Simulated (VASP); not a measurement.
Runs of VASP 6.6.1 on TiO2 (Anatase). It takes space group I4_1/amd (No. 141, tetragonal). The conventional cell has a = 3.784 Å, b = 3.784 Å, c = 9.515 Å, α = 90.00°, β = 90.00°, γ = 90.00°. Ti (site symmetry -4m2) is surrounded by 6 O at 1.93 to 1.98 Å. O (site symmetry 2mm) has 3 Ti at 1.93 to 1.98 Å as nearest neighbours. 

```csv
task,level,cell,cutoff (eV),smearing,gap on the mesh (eV),pressure (GPa),relaxed volume (Å³/atom),largest force (eV/Å)
relaxation of cell and atoms,BLYP+D3(BJ),relaxed,600,fermi-dirac 0.05 eV,(a),0.1,11.51,0.01
relaxation of cell and atoms,BLYP+D3,relaxed,600,fermi-dirac 0.05 eV,2.04,0.1,11.62,0.01
single point,PBE,as given,520,gaussian 0.014 eV,2.11,5.9,-,0.12
relaxation of cell and atoms,BLYP+D4,relaxed,600,fermi-dirac 0.05 eV,(b),0.0,11.58,-
```

Alike in all rows: potentials or basis VASP PAW PBE potentials, release 64 (Ti_sv, O); no spin polarisation; k mesh 10 × 10 × 10.

Task: Fill in the values left out.

Result: (a) 2.06; (b) 2.08.

Caveats: the PAW data sets were made with another functional, which shifts forces and pressure a little (some runs).

A k mesh can miss the band edges.
